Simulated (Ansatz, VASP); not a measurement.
**MoS2 in VASP and in Ansatz**

The input INCAR:

```
SYSTEM = MoS2
PREC = Accurate
ENCUT = 520
EDIFF = 1E-6
ISMEAR = -1
SIGMA = 0.05
LREAL = .FALSE.
LASPH = .TRUE.
NELM = 100
ALGO = Normal
ISIF = 2
LWAVE = .FALSE.
LCHARG = .TRUE.
GGA = CA
LELF = .TRUE.
LVHAR = .TRUE.
NBANDS = 20
```

File KPOINTS:

```
Automatic mesh
0
G
  10 10 10
  0 0 0
```

Contents of POSCAR:

```
MoS2
1.0
    1.5960003060      0.9214512063      6.1554945136
   -1.5960003060      0.9214512063      6.1554945136
    0.0000000000     -1.8429024126      6.1554945136
Mo S
1 2
Direct
    0.0000000000      0.0000000000      0.0000000000
    0.2500000000      0.2500000000      0.2500000000
    0.7500000000      0.7500000000      0.7500000000
```

The input input.yaml:

```yaml
crystal:
  lattice:
    - [1.596000306, 0.9214512063, 6.1554945136]
    - [-1.596000306, 0.9214512063, 6.1554945136]
    - [0.0, -1.8429024126, 6.1554945136]
  atoms:
    - { symbol: Mo, position: [0.0, 0.0, 0.0] }
    - { symbol: S, position: [0.25, 0.25, 0.25] }
    - { symbol: S, position: [0.75, 0.75, 0.75] }
kpoints:
  mp_grid: { grid: [10, 10, 10] }
scf:
  occupations: { method: fermi_dirac, width: 0.05 }
hamiltonian:
  xc: lda
  pseudopotentials: { kind: all_electron, lapw: { basis_error: 0.002 } }
output:
  forces: true
  stress: true
  eigenvalues: true
```

Change from the starting cell: volume scaled by 1.02.

Alike in both runs: task single point; functional LDA; k mesh 10 × 10 × 10; occupations fermi-dirac, width 0.05 eV; no spin polarisation.

|  | VASP | Ansatz |
| --- | --- | --- |
| version | VASP 6.6.1 | Ansatz 0.2.0 |
| potentials or method | VASP PAW LDA potentials, release 64 (Mo_sv, S) | all-electron LAPW, scalar-relativistic |
| plane-wave cutoff (eV) | 520 | see its input |

|  | VASP | Ansatz | Ansatz less VASP |
| --- | --- | --- | --- |
| gap on the k mesh at the Fermi level (eV) | none | none | - |
| pressure (GPa) | -2.7 | -2.8 | -0.06 |
| largest component of the traceless stress (GPa) | 2.82 | 2.80 | -0.016 |
| rms of the force components (eV/Å) | 0.121 | 0.113 | -0.0085 |

Atom by atom the forces differ by 0.009 eV/Å (rms over components). A gap of «none» marks a metal or a gap that the smearing closes. Ansatz ran all-electron here, so the differences hold the error of VASP's frozen core and of both bases.

Caveats: the cell's inner coordinates are idealised or old, which leaves forces on the atoms.
